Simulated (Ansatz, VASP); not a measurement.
# AgCl: VASP beside Ansatz

The input INCAR:

```
PREC     = Accurate       # precision mode
ENCUT    = 520            # plane-wave cutoff, eV
EDIFF    = 1E-7           # SCF threshold, eV
ISMEAR   = 0              # smearing method
SIGMA    = 0.02           # smearing width, eV
LREAL    = False          # projectors in reciprocal space
LASPH    = True           # aspherical terms in the spheres
NELM     = 60             # most SCF steps
ALGO     = Normal         # electronic algorithm
ISIF     = 2              # what is computed and relaxed
LWAVE    = False          # write WAVECAR
LCHARG   = False          # write CHGCAR
GGA      = PE             # functional
NBANDS   = 16             # bands
```

KPOINTS

```
Automatic mesh
0
Gamma
  4 4 4
```

POSCAR

```
AgCl
1.0
    3.4339730000      0.0000000000      0.0000000000
    0.0000000000      3.4339730000      0.0000000000
    0.0000000000      0.0000000000      3.4339730000
Ag Cl
1 1
Direct
    0.0000000000      0.0000000000      0.0000000000
    0.5000000000      0.5000000000      0.5000000000
```

Input for Ansatz:

```yaml
crystal:
  lattice:
    - [3.433973, 0.0, 0.0]
    - [0.0, 3.433973, 0.0]
    - [0.0, 0.0, 3.433973]
  atoms:
    - { symbol: Ag, position: [0.0, 0.0, 0.0] }
    - { symbol: Cl, position: [0.5, 0.5, 0.5] }
basis:
  ecutwfc: 420
kpoints:
  mp_grid: { grid: [4, 4, 4] }
hamiltonian:
  xc: pbe
scf:
  occupations: { method: gaussian, width: 0.02 }
output:
  forces: true
  stress: true
  eigenvalues: true
```

Alike in both runs: task single point; functional PBE; k mesh 4 × 4 × 4; occupations gaussian, width 0.02 eV; no spin polarisation.

|  | VASP | Ansatz |
| --- | --- | --- |
| version | VASP 6.6.1 | Ansatz 0.2.0 |
| potentials or method | VASP PAW PBE potentials, release 64 (Ag, Cl) | scalar-relativistic, plane waves, PAW |
| plane-wave cutoff (eV) | 520 | 420 |
| valence electrons in the cell | 18 | 26 |

|  | VASP | Ansatz | Ansatz less VASP |
| --- | --- | --- | --- |
| gap on the k mesh at the Fermi level (eV) | 0.56 | 0.56 | 0.000 |
| least direct gap on the mesh (eV) | 2.05 | 2.05 | 0.000 |
| pressure (GPa) | 0.0 | 0.1 | +0.13 |

The functional is the same, so the differences come from potentials, cutoffs and numerics. The two sets of potentials don't hold the same shells in valence.

Caveats: the k mesh is coarse (spacing up to 0.46 Å⁻¹), so the values aren't converged. Expect the measured gap to be larger: semilocal functionals such as PBE lack the derivative discontinuity. A k mesh can miss the band edges.
